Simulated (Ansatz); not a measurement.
# BaS (Fm-3m) in Ansatz: a series of runs, part 2 of 2

Ansatz 0.2.0.

## 3. Single point, PBE, 30.62 Å³/atom (volume scaled by 0.94)

The input, input.yaml:

```yaml
crystal:
  lattice:
    - [0.0, 3.1285531347, 3.1285531347]
    - [3.1285531347, 0.0, 3.1285531347]
    - [3.1285531347, 3.1285531347, 0.0]
  atoms:
    - { symbol: Ba, position: [0.0, 0.0, 0.0] }
    - { symbol: S, position: [0.5, 0.5, 0.5] }
kpoints:
  mp_grid: { grid: [7, 7, 7] }
scf:
  occupations: { method: fermi_dirac, width: 0.05 }
hamiltonian:
  xc: pbe
  pseudopotentials: { kind: all_electron, lapw: { basis_error: 0.0005 } }
output:
  forces: true
  stress: true
  eigenvalues: true
```

Potentials or basis: all-electron LAPW, scalar-relativistic.

On the command line:

```console
> ansatz run input.yaml --threads 1 --pin off --max-ram 3072MiB --backend cpu --events-out ev --progress --plain --runs-dir out
```

What it wrote:

```text
Warning: RAYON_NUM_THREADS=1 ignored (pool sized by the plan → 1); use --threads N
LAPW: plane waves up to 6.362 Å⁻¹, error target 5.0e-4 eV per atom; small_component_spin mean_spin; S in spheres of 1.483 Å, 14 of its electrons in bands, Dirac shells []; Ba in spheres of 1.645 Å, 28 of its electrons in bands, Dirac shells [] (how accurate: hamiltonian.pseudopotentials.lapw.basis_error, Limitations)
Engine: ansatz 0.2.0, aarch64-unknown-linux-gnu
Pseudopotentials: kind: all_electron
Pseudopotential: Ba, LAPW, valence charge 28, lapw/all_electron/scalar/gaussian/Ba, Koelling and Harmon's equation, gaussian nucleus
Pseudopotential: S, LAPW, valence charge 14, lapw/all_electron/scalar/gaussian/S, Koelling and Harmon's equation, gaussian nucleus
Functional definition: PBE
  parameter kappa = 0.804
  parameter beta = 0.06672455060314922
  exchange = pbe_x(kappa = kappa, mu = beta*pi^2/3)
  correlation = pbe_c(beta = beta)
Crystal: 2 atoms, lattice volume = 61.244 Å³
Basis set: ecut = 154.20201407382368 eV, 283 PW (Γ), exchange–correlation at level 2
Bands: 26, of which v1, the nominal top of the filled ones, is band 21 counted from 1 (20 counted from 0)
Symmetry: 48 space group operations
Space group: Fm-3m (ITA 225), of the structure as read, at distance tolerance 3.9e-5 Å
k-points: 20 of 343
Non-local potential: Ba, projectors of the file, none
Non-local potential: S, projectors of the file, none
Initial density: superposition of atomic densities (chi_scale 0.1, normalization cell, long waves kept (reshape's long-wave potential 0.00 eV rms))
Initial wavefunctions: plane waves of lowest kinetic energy (no species holds an atomic orbital)
Functional: x = pbe(κ = 0.804, μ = 0.2195149727645171), c = pbe(β = 0.06672455060314922)
iter 1 solved again at ethr=2.77e-3 eV; its pass at ethr=1.00e-1 eV (dr2=1.16e0 eV) is discarded
SCF iter   1: F=—  HF=-232239.573912 eV  |F-HF|=—  |Δ(HF+E_count)|=         —  Δρ=2.88e-2  dr2=1.16e0  ethr=2.77e-3  ⟨swp⟩=2.0  Hψ=3339  notcnv=0
preconditioner: auto → none  [insulator: Δε(μ)=3.089 eV  Ē_g=12.749 eV  σ=0.050 eV  W_gap=1.00  n_scr=14 (ndim 8)  ℏωp=17.8 eV  f_vac=0.000  D(μ)=0.00/eV (n_scr^D=0)  ε∞_Penn≈2.9]
iter 2 solved again at ethr=7.20e-5 eV; its pass at ethr=2.77e-3 eV (dr2=3.02e-2 eV) is discarded
SCF iter   2: F=—  HF=-232239.187856 eV  |F-HF|=—  |Δ(HF+E_count)|=   3.86e-1  Δρ=5.99e-3  dr2=3.03e-2  ethr=7.20e-5  ⟨swp⟩=2.0  Hψ=2942  notcnv=0
SCF iter   3: F=—  HF=-232239.148277 eV  |F-HF|=—  |Δ(HF+E_count)|=   3.96e-2  Δρ=4.90e-3  dr2=3.06e-2  ethr=7.20e-5  ⟨swp⟩=3.0  Hψ=1857  notcnv=0
SCF iter   4: F=—  HF=-232239.158784 eV  |F-HF|=—  |Δ(HF+E_count)|=         —  Δρ=1.07e-3  dr2=1.38e-3  ethr=7.20e-5  ⟨swp⟩=2.0  Hψ=1782  notcnv=0
the basis was enlarged: its passes take 187.8 KiB over the memory plan, 1 of 1 planned eigensolver slots
SCF iter   5: F=—  HF=-232239.159718 eV  |F-HF|=—  |Δ(HF+E_count)|=   9.33e-4  Δρ=1.83e-4  dr2=3.55e-5  ethr=3.29e-6  ⟨swp⟩=2.9  Hψ=1735  notcnv=0
SCF iter   6: F=—  HF=-232239.159773 eV  |F-HF|=—  |Δ(HF+E_count)|=   5.57e-5  Δρ=2.45e-5  dr2=4.72e-7  ethr=8.46e-8  ⟨swp⟩=3.0  Hψ=1796  notcnv=0
SCF iter   7: F=-232239.159775 eV  HF=-232239.159775 eV  |F-HF|=3.32e-8  |Δ(HF+E_count)|=   1.91e-6  Δρ=3.33e-6  dr2=5.98e-9  ethr=1.12e-9  ⟨swp⟩=3.0  Hψ=1835  notcnv=0
SCF 1 converged in 7 iterations: F = -232239.159775 eV  dr2 = 5.98e-9
SCF converged after 7 iterations
Free energy (F): -232239.159775 eV
Harris-Foulkes:  -232239.159775 eV  (|F-HF|=3.32e-8)
Internal energy: -232239.159775 eV  (E = F + TS)
E sigma→0 (E₀):  -232239.159775 eV
Fermi energy:    9.658445 eV
--- Per-component energies (eV) ---
  E_band       = -3396.885154
  E_kinetic    = 246794.950175
  E_xc         = -6094.252062
  E_electrostatic = -472939.857888  (all electrons and nuclei)
  E_smearing   = -0.000000  (= −TS)
  E_closure    = 0.000000  (closes the sum)
  E_atoms      = -232228.982511  (free atoms, spherical and without spin; not in F)
  Σ components = -232239.159775   (vs F -232239.159775, Δ=0.00e0)
  Basis errors (estimates in eV, not in F): energy 2.4e-4 per atom: plane waves 2.2e-4 (1.2e-4 summed), levels above the bands 2.6e-36, relativity 3.2e-9, radial functions 2.3e-5, core shells 6.1e-12; eigenvalues (radial functions only) 3.3e-6; not estimated: angular momenta, meshes, grids; target (lapw.basis_error) 5.0e-4; muffin-tin radii S 1.483 Å, Ba 1.645 Å
--- Forces (eV/Å), atoms counted from 1 ---
  atom   1  Ba    -0.00000000     0.00000000     0.00000000
  atom   2  S      0.00000000     0.00000000    -0.00000000
  max |Σ_I F_I| component: 1.18e-30 eV/Å
--- Stress (GPa, compression-positive) ---
        4.051615       0.000000       0.000000
        0.000000       4.051615       0.000000
        0.000000       0.000000       4.051615
  P = ⅓ Tr σ = 4.0516 GPa (40.516 kbar)
--- Band table (eV; the first three rows and the last of 20) ---
  k-point 0: bands = ["-226.9630", "-194.4669", "-164.0839", "-164.0839", "-164.0839", "-139.2357", "-139.2357", "-139.2357", "-72.8710", "-72.8710", "-72.8710", "-72.8628", "-72.8628", "-17.1722", "-2.2236", "-2.2236", "-2.2236", "-1.8102", "8.5639", "8.5639", "8.5639", "12.5427", "12.5427", "12.5427", "12.5799", "13.5308"]
  k-point 1: bands = ["-226.9630", "-194.4669", "-164.0839", "-164.0839", "-164.0839", "-139.2357", "-139.2357", "-139.2357", "-72.8710", "-72.8710", "-72.8710", "-72.8628", "-72.8628", "-17.1608", "-2.7692", "-2.2322", "-2.2322", "-1.2497", "8.0529", "8.2899", "8.2899", "12.5416", "12.8484", "12.8484", "13.3371", "14.1303"]
  k-point 2: bands = ["-226.9630", "-194.4669", "-164.0839", "-164.0839", "-164.0839", "-139.2357", "-139.2357", "-139.2357", "-72.8710", "-72.8710", "-72.8710", "-72.8628", "-72.8628", "-17.1347", "-3.3311", "-2.2511", "-2.2511", "-0.6511", "7.2025", "7.7994", "7.7994", "12.8672", "13.6993", "13.6993", "14.7495", "15.5639"]
  k-point 19: bands = ["-226.9630", "-194.4669", "-164.0839", "-164.0839", "-164.0839", "-139.2357", "-139.2357", "-139.2357", "-72.8710", "-72.8710", "-72.8710", "-72.8628", "-72.8628", "-17.0935", "-3.0921", "-2.6805", "-2.4999", "-0.9368", "7.4037", "8.0543", "8.1735", "12.5507", "13.4868", "15.3708", "15.9446", "16.1179"]
```

Run time: 4.6 s. Hardware: 1 thread of Arm Neoverse V1, shared host; peak memory 0.25 GiB.

What came out:

* Free energy: -232239.1598 eV
* Pressure: 4.1 GPa
* Band gap on the k mesh: 2.17 eV, indirect (least direct gap 2.24 eV)

Caveat: spin-orbit coupling is left out, which moves the levels of the heavy elements; an odd mesh through Γ misses points on the zone boundary, where band edges often lie.

## 4. Single point, PBE, 31.27 Å³/atom (volume scaled by 0.96)

input.yaml: that of step 3 with these lines changed.

```diff
@@ -2,5 +2,5 @@
   lattice:
-    - [0.0, 3.1285531347, 3.1285531347]
-    - [3.1285531347, 0.0, 3.1285531347]
-    - [3.1285531347, 3.1285531347, 0.0]
+    - [0.0, 3.150585925, 3.150585925]
+    - [3.150585925, 0.0, 3.150585925]
+    - [3.150585925, 3.150585925, 0.0]
   atoms:
```

On the command line:

```console
> ansatz run input.yaml --threads 1 --pin off --max-ram 3072MiB --backend cpu --events-out ev --progress --plain --runs-dir out
```

Run time: 4.7 s. Hardware: 1 thread of Arm Neoverse V1, shared host; peak memory 0.25 GiB.

The run converged. Its results:

* Free energy: -232239.1878 eV
* Pressure: 2.9 GPa
* Band gap on the k mesh: 2.20 eV, indirect (least direct gap 2.29 eV)

Caveat: spin-orbit coupling is left out, which moves the levels of the heavy elements; an odd mesh through Γ misses points on the zone boundary, where band edges often lie.

## 5. Single point, PBE, 31.92 Å³/atom (volume scaled by 0.98)

input.yaml: that of step 4 with these lines changed.

```diff
@@ -2,5 +2,5 @@
   lattice:
-    - [0.0, 3.150585925, 3.150585925]
-    - [3.150585925, 0.0, 3.150585925]
-    - [3.150585925, 3.150585925, 0.0]
+    - [0.0, 3.1723147904, 3.1723147904]
+    - [3.1723147904, 0.0, 3.1723147904]
+    - [3.1723147904, 3.1723147904, 0.0]
   atoms:
```

On the command line:

```console
> ansatz run input.yaml --threads 1 --pin off --max-ram 3072MiB --backend cpu --events-out ev --progress --plain --runs-dir out
```

Run time: 4.6 s. Hardware: 1 thread of Arm Neoverse V1, shared host; peak memory 0.25 GiB.

The run converged. Its results:

* Free energy: -232239.2066 eV
* Pressure: 1.8 GPa
* Band gap on the k mesh: 2.23 eV, indirect (least direct gap 2.34 eV)

Caveat: spin-orbit coupling is left out, which moves the levels of the heavy elements; an odd mesh through Γ misses points on the zone boundary, where band edges often lie.

## 6. Single point, PBE, 32.58 Å³/atom

input.yaml: that of step 5 with these lines changed.

```diff
@@ -2,5 +2,5 @@
   lattice:
-    - [0.0, 3.1723147904, 3.1723147904]
-    - [3.1723147904, 0.0, 3.1723147904]
-    - [3.1723147904, 3.1723147904, 0.0]
+    - [0.0, 3.19375, 3.19375]
+    - [3.19375, 0.0, 3.19375]
+    - [3.19375, 3.19375, 0.0]
   atoms:
```

Potentials or basis: all-electron LAPW, scalar-relativistic.

On the command line:

```console
> ansatz run input.yaml --threads 1 --pin off --max-ram 3072MiB --backend cpu --events-out ev --progress --plain --runs-dir out
```

It took 4.6 s on 1 thread of Arm Neoverse V1, shared host; peak memory 0.25 GiB.

Results (log left out):

```yaml
Free_energy: -232239.2173 eV
Pressure: 0.8 GPa
Band_gap_on_the_k_mesh: 2.26 eV, indirect (least direct gap 2.38 eV)
```

Caveat: spin-orbit coupling is left out, which moves the levels of the heavy elements; an odd mesh through Γ misses points on the zone boundary, where band edges often lie.

## 7. Single point, PBE, 33.23 Å³/atom (volume scaled by 1.02)

input.yaml: that of step 6 with these lines changed.

```diff
@@ -2,5 +2,5 @@
   lattice:
-    - [0.0, 3.19375, 3.19375]
-    - [3.19375, 0.0, 3.19375]
-    - [3.19375, 3.19375, 0.0]
+    - [0.0, 3.2149012787, 3.2149012787]
+    - [3.2149012787, 0.0, 3.2149012787]
+    - [3.2149012787, 3.2149012787, 0.0]
   atoms:
```

On the command line:

```console
> ansatz run input.yaml --threads 1 --pin off --max-ram 3072MiB --backend cpu --events-out ev --progress --plain --runs-dir out
```

Run time: 4.6 s. Hardware: 1 thread of Arm Neoverse V1, shared host; peak memory 0.25 GiB.

It converged, with:

| Quantity | Value |
| --- | --- |
| Free energy | -232239.2205 eV |
| Pressure | 0.0 GPa |
| Band gap on the k mesh | 2.29 eV, indirect (least direct gap 2.42 eV) |

Caveat: spin-orbit coupling is left out, which moves the levels of the heavy elements; an odd mesh through Γ misses points on the zone boundary, where band edges often lie.

## 8. Single point, PBE, 33.88 Å³/atom (volume scaled by 1.04)

input.yaml: that of step 7 with these lines changed.

```diff
@@ -2,5 +2,5 @@
   lattice:
-    - [0.0, 3.2149012787, 3.2149012787]
-    - [3.2149012787, 0.0, 3.2149012787]
-    - [3.2149012787, 3.2149012787, 0.0]
+    - [0.0, 3.235777846, 3.235777846]
+    - [3.235777846, 0.0, 3.235777846]
+    - [3.235777846, 3.235777846, 0.0]
   atoms:
```

On the command line:

```console
> ansatz run input.yaml --threads 1 --pin off --max-ram 3072MiB --backend cpu --events-out ev --progress --plain --runs-dir out
```

Wall time 4.7 s (1 thread of Arm Neoverse V1, shared host); peak memory 0.25 GiB.

The run converged. Its results:

* Free energy: -232239.2171 eV
* Pressure: -0.8 GPa
* Band gap on the k mesh: 2.32 eV, indirect (least direct gap 2.45 eV)

Caveat: spin-orbit coupling is left out, which moves the levels of the heavy elements; an odd mesh through Γ misses points on the zone boundary, where band edges often lie.

## 9. Single point, PBE, 34.53 Å³/atom (volume scaled by 1.06)

input.yaml: that of step 8 with these lines changed.

```diff
@@ -2,5 +2,5 @@
   lattice:
-    - [0.0, 3.235777846, 3.235777846]
-    - [3.235777846, 0.0, 3.235777846]
-    - [3.235777846, 3.235777846, 0.0]
+    - [0.0, 3.2563884516, 3.2563884516]
+    - [3.2563884516, 0.0, 3.2563884516]
+    - [3.2563884516, 3.2563884516, 0.0]
   atoms:
```

Potentials or basis: all-electron LAPW, scalar-relativistic.

On the command line:

```console
> ansatz run input.yaml --threads 1 --pin off --max-ram 3072MiB --backend cpu --events-out ev --progress --plain --runs-dir out
```

Wall time 4.7 s (1 thread of Arm Neoverse V1, shared host); peak memory 0.25 GiB.

The run converged. Its results:

- Free energy: -232239.2077 eV
- Pressure: -1.5 GPa
- Band gap on the k mesh: 2.34 eV, indirect (least direct gap 2.48 eV)

Caveat: spin-orbit coupling is left out, which moves the levels of the heavy elements; an odd mesh through Γ misses points on the zone boundary, where band edges often lie.

## 10. The reference run

An earlier run on the cell as given: functional PBE; potentials or basis all-electron LAPW, scalar-relativistic; cutoff 137 eV (chosen from the basis error); basis error allowed 0.001 eV/atom; k mesh 7 × 7 × 7; occupations fermi-dirac, width 0.05 eV; no spin polarisation.

- Pressure: 0.8 GPa
- Band gap on the k mesh: 2.26 eV, indirect (least direct gap 2.38 eV)
- Loewdin charges: Ba +1.61; S -1.33 e

## 11. Comparison with measurements

Step 2. Measured gap of BaS: 3.806 eV (indirect; 2 K; a printed reference work, monograph, original work of 1988). This calculation gives 2.01 eV (-1.80 eV). Spin-orbit coupling on Ba is left out. The value is that of LDA, without temperature or zero-point motion. Semilocal functionals fall short of measured gaps as a rule.
